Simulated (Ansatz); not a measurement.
**V2NS2 MXene monolayer in a perpendicular field**

Aim: how the V2NS2 MXene monolayer screens a field along its normal, and what the field does to its bands. A positive field points along +c.

Calculated with Ansatz 0.2.0; plane-wave DFT, PBE-D3(BJ), Ansatz PAW.

### 1. Starting point

The cell holds 5 atoms: 2 S, 2 V and 1 N. Its edges and angles: a = 2.941 Å, b = 2.941 Å, c = 42.589 Å, α = 90.0°, β = 90.0°, γ = 120.0°. Vacuum lies along c.

### 2. Relaxation

The starting cell is a guess, so the in-plane lattice and the atoms are relaxed first, with the slab cut off from its images along the normal.

input.yaml reads:

```yaml
crystal:
  lattice:
    - [2.940652, 0.0, 0.0]
    - [-1.470326, 2.5466793357, 0.0]
    - [0.0, 0.0, 42.589237261]
  atoms:
    - { symbol: S, position: [0.3333333333, 0.6666666667, 0.4320340345] }
    - { symbol: V, position: [0.6666666667, 0.3333333333, 0.4727559588], spin: 2.0 }
    - { symbol: "N", position: [0.0, 0.0, 0.5] }
    - { symbol: V, position: [0.3333333333, 0.6666666667, 0.5272440412], spin: 2.0 }
    - { symbol: S, position: [0.6666666667, 0.3333333333, 0.5679659655] }
  periodic: [true, true, false]
magnetization:
  spin_polarized: true
kpoints:
  mp_grid: { grid: [12, 12, 1] }
hamiltonian:
  xc: pbe
  dispersion: d3bj
scf:
  occupations: { method: fermi_dirac, width: 0.05 }
  convergence: { dr2_threshold: 1.0e-09 }
relax:
  f_tol: 0.004
  max_steps: 90
  cell: {}
output:
  write_potential: true
  write_density: true
  volumetric_format: npy
```

Command:

```
$ ansatz run input.yaml --threads 2 --pin off --max-ram 3072MiB --backend cpu --events-out ev --progress --plain --runs-dir out
```

Numbers of over 12 decimals in the logs are rounded to 6 here.

Log:

```text
Warning: relax.cell: scf.convergence.dr2_threshold = 1e-9 eV is looser than the 2.00561561724e-10 eV advised for a relaxation that steers and ends on the stress (1e-10 eV for each atom of the cell: 5, times the square of relax.cell.stress_2d_tol = 0.05 N/m over 15.8 Å (the atoms' height at the walk's start and 5 Å past either face), 3.167e-2 GPa, over a crystal's default 0.05). What an SCF threshold leaves in a stress goes as its square root, and in the free energy as the threshold itself, and one threshold admits the most on a small cell: [figures from the program's tests cut] Set scf.convergence.dr2_threshold to 2.00561561724e-10 eV or tighter. [rest of the remark cut]
Engine: ansatz 0.2.0, x86_64-unknown-linux-gnu
Pseudopotentials: kind: paw
Pseudopotential: S, paw, valence charge 6, recommended cutoff 420 eV (normal), S.paw.azcp
Pseudopotential: V, paw, valence charge 13, recommended cutoff 420 eV (normal), V.paw.azcp
Pseudopotential: N, paw, valence charge 5, recommended cutoff 420 eV (normal), N.paw.azcp
Functional definition: PBE
  parameter kappa = 0.804
  parameter beta = 0.066725
  exchange = pbe_x(kappa = kappa, mu = beta*pi^2/3)
  correlation = pbe_c(beta = beta)
Crystal: 5 atoms, lattice volume = 318.946 Å³
Basis set: ecut = 420 eV, 6143 PW (Γ), exchange–correlation on 40×40×576 points (8 copies of the dense FFT grid, shifted against one another)
Bands: 29, of which v1, the nominal top of the filled ones, is band 22 counted from 1 (21 counted from 0)
Symmetry: 12 space group operations
Space group: P-3m1 (ITA 164), of the structure as read, at distance tolerance 6.8e-5 Å
Magnetic group: BNS 164.85 (UNI 1315), of the structure as read, at distance tolerance 6.8e-5 Å
k-points: 19 of 144
Non-local potential: S, projectors of the file, l = 0: 2, l = 1: 2, l = 2: 2
Non-local potential: V, projectors of the file, l = 0: 3, l = 1: 2, l = 2: 3, l = 3: 1
Non-local potential: N, projectors of the file, l = 0: 2, l = 1: 2, l = 2: 1
PAW form: soft (Blöchl's): semilocal exchange-correlation on the pseudo side does not see the compensation charge
PAW one-centre angular grid: S, 110 points (default); XC on 64 Gauss nodes
PAW one-centre angular grid: V, 590 points (default); XC on 64 Gauss nodes
PAW one-centre angular grid: N, 110 points (default); XC on 64 Gauss nodes
Initial density: superposition of atomic densities (neutral atoms: chi_scale 0, normalization atom)
Starting moments: Σ|m| = 4 μB on 2 of 5 sites
Initial wavefunctions: pseudopotential atomic-orbital guess
Functional: x = pbe(κ = 0.804, μ = 0.219515), c = pbe(β = 0.066725)
SCF iter   1: F=—  HF=-8021.091261 eV  |F-HF|=—  |Δ(HF+E_count)|=         —  Δρ=3.85e-2 (↑3.85e-2 ↓2.46e-2)  dr2=1.32e1  dr2_m=1.02e0  M=1.909 μB ∫|m|=2.693 μB  β_m=0.30  ethr=3.10e-3  ⟨swp⟩=16.5  Hψ=9212  notcnv=0
Mixer restart at iter 1: flushing history
preconditioner: auto → LDOS  [metal: Δε(μ)=0.018 eV  Ē_g=9.091 eV  σ=0.050 eV  W_gap=0.09  n_scr=26 (ndim 8)  ℏωp=10.8 eV  f_vac=0.770  D(μ)=4.29/eV (n_scr^D=20)]
spin=Collinear: LDOS preconditioning applied to the charge; magnetization (m = ρ↑ − ρ↓) channel mixes plain (no charge-response kernel on spin).
SCF iter   2: F=—  HF=-8019.681076 eV  |F-HF|=—  |Δ(HF+E_count)|=    1.41e0  Δρ=2.85e-2 (↑2.85e-2 ↓1.81e-2)  dr2=6.64e0  dr2_m=6.11e-1  M=1.711 μB ∫|m|=2.567 μB  β_m=0.60  ethr=3.10e-3  ⟨swp⟩=3.2  Hψ=2207  notcnv=0  defer=37
SCF iter   3: F=—  HF=-8018.742400 eV  |F-HF|=—  |Δ(HF+E_count)|=   9.39e-1  Δρ=6.71e-3 (↑6.01e-3 ↓6.71e-3)  dr2=1.43e-1  dr2_m=8.82e-2  M=1.191 μB ∫|m|=1.953 μB  β_m=0.60  ethr=3.10e-3  ⟨swp⟩=4.0  Hψ=2895  notcnv=0  defer=33
SCF iter   4: F=—  HF=-8019.155983 eV  |F-HF|=—  |Δ(HF+E_count)|=         —  Δρ=1.53e-2 (↑1.47e-2 ↓1.53e-2)  dr2=1.64e-2  dr2_m=6.51e-1  M=0.261 μB ∫|m|=0.572 μB  β_m=1.00  ethr=3.32e-4  ⟨swp⟩=3.5  Hψ=2515  notcnv=0  defer=29  κ⁻¹=1.0e-2(r=2)
SCF iter   5: F=—  HF=-8019.016229 eV  |F-HF|=—  |Δ(HF+E_count)|=   1.40e-1  Δρ=3.17e-3 (↑2.76e-3 ↓3.17e-3)  dr2=1.34e-2  dr2_m=2.45e-2  M=0.122 μB ∫|m|=0.238 μB  β_m=0.60  ethr=1.16e-4  ⟨swp⟩=4.0  Hψ=2978  notcnv=0  defer=29
SCF iter   6: F=—  HF=-8019.014173 eV  |F-HF|=—  |Δ(HF+E_count)|=   2.06e-3  Δρ=1.93e-3 (↑1.42e-3 ↓1.93e-3)  dr2=3.68e-3  dr2_m=7.80e-3  M=0.074 μB ∫|m|=0.147 μB  β_m=0.80  ethr=3.12e-5  ⟨swp⟩=4.0  Hψ=2403  notcnv=0  defer=4
SCF iter   7: F=—  HF=-8019.014984 eV  |F-HF|=—  |Δ(HF+E_count)|=   8.12e-4  Δρ=4.17e-4 (↑3.74e-4 ↓4.17e-4)  dr2=2.51e-3  dr2_m=1.39e-4  M=0.011 μB ∫|m|=0.018 μB  β_m=0.72  ethr=8.56e-6  ⟨swp⟩=3.4  Hψ=2642  notcnv=0  defer=4
SCF iter   8: F=—  HF=-8019.014735 eV  |F-HF|=—  |Δ(HF+E_count)|=   2.50e-4  Δρ=1.23e-4 (↑9.31e-5 ↓1.23e-4)  dr2=1.54e-4  dr2_m=3.24e-6  M=0.002 μB ∫|m|=0.003 μB  β_m=0.76  ethr=5.84e-6  ⟨swp⟩=2.8  Hψ=1838  notcnv=0
SCF iter   9: F=—  HF=-8019.014746 eV  |F-HF|=—  |Δ(HF+E_count)|=   1.17e-5  Δρ=2.83e-5 (↑2.71e-5 ↓2.83e-5)  dr2=8.80e-6  dr2_m=9.42e-7  M=0.002 μB ∫|m|=0.002 μB  β_m=0.77  ethr=3.59e-7  ⟨swp⟩=3.3  Hψ=2350  notcnv=0
SCF iter  10: F=—  HF=-8019.014749 eV  |F-HF|=—  |Δ(HF+E_count)|=   2.80e-6  Δρ=1.06e-5 (↑1.06e-5 ↓1.01e-5)  dr2=2.15e-7  dr2_m=2.46e-7  M=0.001 μB ∫|m|=0.001 μB  β_m=0.83  ethr=2.05e-8  ⟨swp⟩=3.2  Hψ=2354  notcnv=0
SCF iter  11: F=—  HF=-8019.014750 eV  |F-HF|=—  |Δ(HF+E_count)|=   8.71e-7  Δρ=4.81e-6 (↑2.74e-6 ↓4.81e-6)  dr2=2.82e-8  dr2_m=3.49e-8  M=0.000 μB ∫|m|=0.000 μB  β_m=0.87  ethr=5.00e-10  ⟨swp⟩=3.6  Hψ=2686  notcnv=0
SCF iter  12: F=—  HF=-8019.014750 eV  |F-HF|=—  |Δ(HF+E_count)|=   8.26e-8  Δρ=1.01e-6 (↑1.01e-6 ↓8.36e-7)  dr2=2.08e-9  dr2_m=1.88e-9  M=0.000 μB ∫|m|=0.000 μB  β_m=0.90  ethr=6.57e-11  ⟨swp⟩=3.2  Hψ=2489  notcnv=0
SCF iter  13: F=—  HF=-8019.014750 eV  |F-HF|=—  |Δ(HF+E_count)|=   5.65e-9  Δρ=2.98e-7 (↑2.98e-7 ↓2.75e-7)  dr2=6.88e-10  dr2_m=1.37e-10  M=-0.000 μB ∫|m|=0.000 μB  β_m=0.84  ethr=4.83e-12  ⟨swp⟩=3.7  Hψ=2631  notcnv=0
SCF iter  14: F=-8019.014750 eV  HF=-8019.014750 eV  |F-HF|=1.76e-9  |Δ(HF+E_count)|=  3.82e-10  Δρ=8.60e-8 (↑8.60e-8 ↓6.90e-8)  dr2=4.09e-11  dr2_m=4.16e-12  M=-0.000 μB ∫|m|=0.000 μB  ethr=1.60e-12  ⟨swp⟩=8.3  Hψ=8210  notcnv=0
WARN: the starting moments were not kept: the SCF closed with an absolute magnetisation of 5.8e-6 μB, where they sum to 4 μB in size (2 sites). That is at most 0.1 of that sum. Measured as dr2_m measures the in/out step, that magnetisation stands 6.0e-12 eV from none, at or under the dr2_threshold of 1.0e-9 eV: it is no larger than a step whose dr2_m would equal this threshold. The system may hold no moment; this SCF [...]
SCF 1 converged in 14 iterations: F = -8019.014750 eV  dr2 = 4.09e-11
[...]
relax step   5: F+E_penalty+E_count = -8019.47746239 eV  Δ(F+E_penalty+E_count) = +1.964e-5 eV  max|allowed force component| = 4.574e-3 eV/Å  Δτ_max = 0.0045 Å  P = -0.039 N/m  Ω = 340.222 Å³  energy of the carried Pulay correction = -4.959e-3 eV  fix = [c, alpha, beta]  reactions: c -0.000 N/m  (8 SCF iters, accepted)
[...]
relax step   6: F+E_penalty+E_count = -8019.47751031 eV  Δ(F+E_penalty+E_count) = -4.792e-5 eV  max|allowed force component| = 7.943e-4 eV/Å  Δτ_max = 0.0010 Å  P = +0.007 N/m  Ω = 340.052 Å³  energy of the carried Pulay correction = -4.920e-3 eV  fix = [c, alpha, beta]  reactions: c +0.000 N/m  (7 SCF iters, accepted)
[...]
relax step   7: F+E_penalty+E_count = -8019.48482231 eV  Δ(F+E_penalty+E_count) = -7.312e-3 eV  max|allowed force component| = 9.446e-4 eV/Å  Δτ_max = 0.0000 Å  P = +0.170 N/m  Ω = 340.052 Å³  fix = [c, alpha, beta]  reactions: c +0.000 N/m  stress off target by 1.70e-1 N/m on what of the cell is left free  SCF on the basis re-selected at this cell (its energy is not comparable with the rows above)  (6 SCF iters)
[...]
relax step   8: F+E_penalty+E_count = -8019.48477425 eV  Δ(F+E_penalty+E_count) = +4.806e-5 eV  max|allowed force component| = 1.987e-3 eV/Å  Δτ_max = 0.0013 Å  P = -0.005 N/m  Ω = 340.510 Å³  energy of the carried Pulay correction = -1.058e-4 eV  fix = [c, alpha, beta]  reactions: c -0.000 N/m  (8 SCF iters, accepted)
iter 1 solved again at ethr=1.08e-7 eV; its pass at ethr=3.10e-3 eV (dr2=4.62e-5 eV) is discarded
SCF iter   1: F=—  HF=-8019.484664 eV  |F-HF|=—  |Δ(HF+E_count)|=         —  Δρ=4.31e-6 (↑4.31e-6 ↓4.31e-6)  dr2=2.04e-8  dr2_m=2.19e-12  M=-0.000 μB ∫|m|=0.000 μB  β_m=0.65  ethr=1.08e-7  ⟨swp⟩=6.7  Hψ=14858  notcnv=0
preconditioner: auto → LDOS  [metal: Δε(μ)=0.020 eV  Ē_g=7.832 eV  σ=0.050 eV  W_gap=0.10  n_scr=22 (ndim 8)  ℏωp=10.5 eV  f_vac=0.788  D(μ)=2.85/eV (n_scr^D=16)]
spin=Collinear: LDOS preconditioning applied to the charge; magnetization (m = ρ↑ − ρ↓) channel mixes plain (no charge-response kernel on spin).
SCF iter   2: F=—  HF=-8019.484866 eV  |F-HF|=—  |Δ(HF+E_count)|=   2.02e-4  Δρ=1.57e-6 (↑1.57e-6 ↓1.57e-6)  dr2=1.04e-8  dr2_m=8.54e-13  M=-0.000 μB ∫|m|=0.000 μB  β_m=0.45  ethr=4.74e-11  ⟨swp⟩=5.0  Hψ=3684  notcnv=0
SCF iter   3: F=—  HF=-8019.484875 eV  |F-HF|=—  |Δ(HF+E_count)|=   9.51e-6  Δρ=1.08e-6 (↑1.08e-6 ↓1.08e-6)  dr2=1.68e-9  dr2_m=5.54e-13  M=-0.000 μB ∫|m|=0.000 μB  β_m=0.58  ethr=2.41e-11  ⟨swp⟩=3.3  Hψ=2004  notcnv=0
SCF iter   4: F=-8019.484892 eV  HF=-8019.484891 eV  |F-HF|=9.57e-7  |Δ(HF+E_count)|=   1.58e-5  Δρ=1.83e-7 (↑1.83e-7 ↓1.81e-7)  dr2=1.65e-10  dr2_m=9.08e-14  M=-0.000 μB ∫|m|=0.000 μB  ethr=2.33e-12  ⟨swp⟩=13.1  Hψ=9570  notcnv=0
the starting moments were not kept: the SCF closed with an absolute magnetisation of 9.6e-7 μB, where they sum to 4 μB in size (2 sites). That is at most 0.1 of that sum. Measured as dr2_m measures the in/out step, that magnetisation stands 2.8e-13 eV from none, at or under the dr2_threshold of 1.0e-9 eV: it is no larger than a step whose dr2_m would equal this threshold.
SCF 9 converged in 4 iterations: F = -8019.484892 eV  dr2 = 1.65e-10
relax step   9: F+E_penalty+E_count = -8019.48489215 eV  Δ(F+E_penalty+E_count) = -1.179e-4 eV  max|allowed force component| = 1.998e-3 eV/Å  Δτ_max = 0.0000 Å  P = -0.003 N/m  Ω = 340.510 Å³  fix = [c, alpha, beta]  reactions: c -0.000 N/m  stress off target by 3.08e-3 N/m on what of the cell is left free  SCF on the basis re-selected at this cell (its energy is not comparable with the rows above)  (4 SCF iters)
basis re-selected at this cell: Δ(F+E_penalty+E_count) = -1.179e-4 eV, ΔP = +0.002 N/m vs the last step (what re-selecting the basis moved, of the pressure what is left beyond the Pulay correction that the steps carried, after the strain that the cell walked since its last selection, with what the two solves' SCF thresholds leave and, on support functions, any second-order correction that the steps lacked; it is no m [...]
WARN: The output density's exchange-correlation potential varies sharply where the density is thin. Do not read a vacuum level from v_tot or v_xc, or from such a field of the output density. On a cell that repeats whose density bears no net charge and no dipole along the vacuum's axis use v_es (v_loc + v_h of the components); under efield.dipole_correction with no amplitude use v_es + v_field, which holds any externa [...]
SCF converged after 4 iterations
Magnetization: -0.0000 μB (21.5000 up, 21.5000 down)
Absolute magnetization: 0.0000 μB (∫|ρ↑−ρ↓|, with the PAW one-centre terms)
Spin contamination: 0.0000 ħ² per cell (⟨S²⟩ above its minimum at these occupations)
Per-site moments (μB) at R_I (Å): [(1.3898908979365265e-9, 0.973020), (-2.982680419488626e-7, 0.841292), (7.900912625356595e-8, 0.841292), (-2.982680418551646e-7, 0.841292), (1.389890910902651e-9, 0.973020)]
Free energy (F): -8019.484892 eV
Harris-Foulkes:  -8019.484891 eV  (|F-HF|=9.57e-7)
Internal energy: -8019.461983 eV  (E = F + TS)
E sigma→0 (E₀):  -8019.473438 eV
Entropy (-TS):   -0.022909 eV (-4.582 meV/atom)
Fermi energy:    -5.271626 eV
--- Per-component energies (eV) ---
  E_band       = -1122.547893
  E_kinetic    = 1022.451675
  E_local      = -185191.897859  (includes V_loc(G=0)·N_el)
  E_nonlocal   = 8.729546
  E_hartree    = 92023.299476
  E_xc         = -517.853713
  E_vxc        = -585.723326  (∫ρ·V_xc dr)
  E_paw        = -3552.180966  (= ΣΔE_a)
  E_vpaw       = -422.708893  (= ΣTr[D̂ρ^β])
  E_aug_tail   = 0.000642  (compensation charges beyond the density's cutoff)
  E_ewald      = 88189.811926
  E_disp       = -1.822710  (pairwise vdW)
  E_smearing   = -0.022909  (= −TS)
  E_closure    = -0.000000  (closes the sum)
  Σ components = -8019.484892   (vs F -8019.484892, Δ=0.00e0)
--- Forces (eV/Å), atoms counted from 1 ---
  atom   1  S      0.00000000     0.00000000     0.00023861
  atom   2  V      0.00000000    -0.00000000     0.00199795
  atom   3  N      0.00000000     0.00000000     0.00000000
  atom   4  V     -0.00000000     0.00000000    -0.00199795
  atom   5  S      0.00000000    -0.00000000    -0.00023861
  max |Σ_I F_I| component: 1.85e-17 eV/Å
--- 2D stress c σ (N/m, compression-positive) ---
       -0.003085      -0.000000      -0.000000
       -0.000000      -0.003085      -0.000000
       -0.000000      -0.000000      -0.000000
  P = ½ c Tr σ = -0.0031 N/m
--- Band table (eV; the first three rows and the last of 38) ---
  k-point 0 ↑: bands = [... 18 lower, -6.5037, -6.5037, -5.8409, -5.0612, -5.0612, -4.7421, -4.7421, -4.3331, ... 3 higher]
  k-point 1 ↑: bands = [... 18 lower, -6.7393, -6.6986, -6.0419, -5.0919, -5.0898, -4.7225, -4.5463, -4.0670, ... 3 higher]
  k-point 2 ↑: bands = [... 18 lower, -7.1403, -6.7888, -6.5390, -5.2484, -5.0703, -4.6159, -4.0845, -3.8826, ... 3 higher]
  k-point 18 ↓: bands = [... 18 lower, -8.6925, -8.6925, -5.3941, -5.3941, -5.2644, -4.0932, -4.0932, -3.7755, ... 3 higher]
  the weakly bound empty levels are not read free of the cell's end (no_gap_told)
--- Relaxed structure (7 steps of the walk, 7 accepted, 2 SCFs on fresh bases) ---
  F+E_penalty+E_count = -8019.48489215 eV   max|allowed force component| = 1.998e-3 eV/Å   (the final SCF, on the basis selected at the relaxed cell)
  cell:  # Å, volume = 340.5101 Å³
    - [3.038434, 0, 0]
    - [-1.519217, 2.631361, 0]
    - [0, 0, 42.589237261]
  atoms:
    - { symbol: S, position: [0.333333, 0.666667, 0.438547] }
    - { symbol: V, position: [0.666667, 0.333333, 0.475574] }
    - { symbol: N, position: [0, 0, 0.5] }
    - { symbol: V, position: [0.333333, 0.666667, 0.524426] }
    - { symbol: S, position: [0.666667, 0.333333, 0.561453] }
```

Wall time 6.5 min (2 threads of Intel Xeon at 2.50GHz (Skylake/Cascade Lake), shared host); peak memory 0.82 GiB.

Step by step:

```
step  energy less that of the first step (eV)  largest force component (eV/Å)  volume (Å³)
   1                                   0.0000                          1.5923       318.95
   2                                  -0.4115                          0.3509       330.89
   3                                  -0.4472                          0.2420       343.39
   4                                  -0.4627                          0.0256       339.59
   5                                  -0.4627                          0.0046       340.22
   6                                  -0.4628                          0.0008       340.05
  7*                                  -0.4701                          0.0009       340.05
   8                                  -0.4700                          0.0020       340.51
  9*                                  -0.4701                          0.0020       340.51
```

Relaxation steps marked * repeat the geometry before them on a plane-wave basis chosen anew for their cell, so energy and pressure can jump there.

Forces are held to the 12 operations that the run works with; a distortion that breaks them can't arise in this run.

```
cell as run  before  after  change
      a (Å)   2.941  3.038  +3.3 %
      b (Å)   2.941  3.038  +3.3 %
```

The atoms that moved most (Å, along periodic axes as changes of fractional coordinates times the final cell, across vacuum about the mean position):

| atom | dx | dy | dz | length |
| --- | --- | --- | --- | --- |
| S1 | 0.000 | 0.000 | 0.277 | 0.277 |
| S5 | 0.000 | 0.000 | -0.277 | 0.277 |
| V2 | 0.000 | 0.000 | 0.120 | 0.120 |
| V4 | 0.000 | 0.000 | -0.120 | 0.120 |

Final coordinates:

```xyz
5
Lattice="3.0384 0.0000 0.0000 -1.5192 2.6314 0.0000 0.0000 0.0000 42.5892" Properties=species:S:1:pos:R:3
S     0.0000    1.7542   18.6774
V     1.5192    0.8771   20.2543
N     0.0000    0.0000   21.2946
V     0.0000    1.7542   22.3349
S     1.5192    0.8771   23.9118
```

This step gave:

```
energy at zero smearing : -8019.4734 eV
```

The lattice constant a goes from 2.941 to 3.038 Å.

(Continued in part 2 of 2.)

[Logs are printed without paths, hosts, clocks, repeated set-up lines and the standing remarks that a program may print on its own settings, such as how far it seeks lower states.]

[Hosts, paths, dates, database ids (printed as entryN), source tags and the programs' standing remarks are cut or masked in the printed files.]

[Maps of the electrostatic potential energy from Ansatz leave out the sawtooth potential of an applied field or a dipole correction, so their vacuum need not be flat; planar profiles and work functions include it.]
